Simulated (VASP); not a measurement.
**A VASP 6.6.1 single-point calculation on CdSe**

INCAR

```
ENCUT = 520
NSW = 0
IBRION = -1
NELM = 87
ISIF = 2
LDAUJ = 0 0
SIGMA = 0.02
LWAVE = .FALSE.
LREAL = .FALSE.
LASPH = .TRUE.
ISMEAR = -1
EDIFF = 1E-7
LMAXMIX = 4
GGA = PE
LDAUTYPE = 2
ALGO = Normal
LCHARG = .FALSE.
LDAUU = 5.0 0
NBANDS = 16
LDAU = .TRUE.
LDAUL = 2 -1
PREC = Accurate
```

KPOINTS

```
KPOINTS created by Atomic Simulation Environment
0
Gamma
8 8 8
0 0 0
```

POSCAR

```
Cd Se
 1.0000000000000000
     0.0000000000000000    3.1598143944000001    3.1598143944000001
     3.1598143944000001    0.0000000000000000    3.1598143944000001
     3.1598143944000001    3.1598143944000001    0.0000000000000000
 Cd  Se
   1   1
Cartesian
  0.0000000000000000  0.0000000000000000  0.0000000000000000
  1.5799071971999998  1.5799071971999998  1.5799071971999998
```

The recommended PBE PAW datasets give the neutral cell 18 valence electrons.

Command

```
mpirun -np 1 vasp_std
```

Q: Predict the outcome of this run.

A: It converged. Results: gap between bands v and c on the k mesh 0.59 eV; least direct gap on the k mesh 0.59 eV; pressure -2.4 GPa. Band v is the last that the valence electrons fill when counted band by band, and c is the next.

OSZICAR

```
N       E                     dE             d eps       ncg     rms          rms(c)
DAV:   1     0.107493811972E+03    0.10749E+03   -0.88349E+03   944   0.993E+02
DAV:   2    -0.424197426009E+00   -0.10792E+03   -0.10360E+03  1128   0.238E+02
DAV:   3    -0.505323360747E+01   -0.46290E+01   -0.46212E+01  1064   0.532E+01
DAV:   4    -0.507590948903E+01   -0.22676E-01   -0.22675E-01  1200   0.387E+00
DAV:   5    -0.507604914133E+01   -0.13965E-03   -0.13965E-03  1104   0.259E-01    0.597E+00
DAV:   6    -0.474450154633E+01    0.33155E+00   -0.58408E-01  1136   0.784E+00    0.440E+00
DAV:   7    -0.474324723932E+01    0.12543E-02   -0.14794E-01  1032   0.246E+00    0.187E+00
DAV:   8    -0.474842181380E+01   -0.51746E-02   -0.15844E-02  1048   0.143E+00    0.338E-01
DAV:   9    -0.474912163265E+01   -0.69982E-03   -0.19920E-03  1104   0.509E-01    0.962E-02
DAV:  10    -0.474916933169E+01   -0.47699E-04   -0.18789E-04  1216   0.164E-01    0.516E-02
DAV:  11    -0.474924956637E+01   -0.80235E-04   -0.12473E-04  1104   0.690E-02    0.209E-02
DAV:  12    -0.474924958488E+01   -0.18509E-07   -0.20634E-06  1128   0.966E-03    0.988E-03
DAV:  13    -0.474925061393E+01   -0.10290E-05   -0.19837E-06  1136   0.710E-03    0.545E-03
DAV:  14    -0.474925097723E+01   -0.36330E-06   -0.21738E-07  1224   0.291E-03    0.173E-03
DAV:  15    -0.474925101104E+01   -0.33808E-07   -0.19696E-08   896   0.875E-04
   1 F= -.47492510E+01 E0= -.47492510E+01  d E =-.188635E-08
```

Standard output (part)

```
POSCAR found type information on POSCAR CdSe
 POSCAR found :  2 types and       2 ions
 LDA part: xc-table for (Slater+PW92), standard interpolation
 POSCAR, INCAR and KPOINTS ok, starting setup
 WAVECAR not read
 entering main loop
```

For comparison, a separate PBE run of the intended cell, on usual settings and not on those above, gives a gap of 0.37 eV on its mesh and a pressure of -2.1 GPa.
